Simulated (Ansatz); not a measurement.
**Stiffness of AlN from strained cells**

```
CELL_PARAMETERS angstrom
0.00000 1.97800 1.97800
1.97800 0.00000 1.97800
1.97800 1.97800 0.00000
ATOMIC_POSITIONS crystal
Al 0.00000 0.00000 0.00000
N 0.50000 0.50000 0.50000
```

Atoms are numbered in the order listed.

The cell comes from COD entry 1523095, which wasn't checked; take it as a given geometry.

These are results of DFT, LDA, all-electron LAPW, scalar-relativistic in Ansatz 0.2.0, not measurements.

The runs use a Γ-centred 10×10×10 k mesh, Fermi–Dirac smearing of 0.02 eV, basis error target 1 meV/atom, no spin polarisation.

The unstrained cell is at 12.45 GPa. Large strains and very small stresses are left out. Each strain is applied once, with fractional coordinates held (clamped ions), and σ below is the change of stress, positive in tension. One finite strain gives stress–strain coefficients at this pressure with an error of the order of the strain times third-order constants, a few per cent for each per cent of strain.

Problem. With equal xy, yz and zx engineering shear strains of -1 %, the run gives σxy = -3.40 GPa and γxy = 2εxy = -0.0100. Which stiffness follows?

Solution. C44 (clamped ions) = σxy/γxy = 340 GPa.

Problem. With equal xy, yz and zx engineering shear strains of +1 %, the run gives σxy = 3.50 GPa and γxy = 2εxy = 0.0100. Which stiffness follows?

Solution. C44 (clamped ions) = σxy/γxy = 350 GPa.
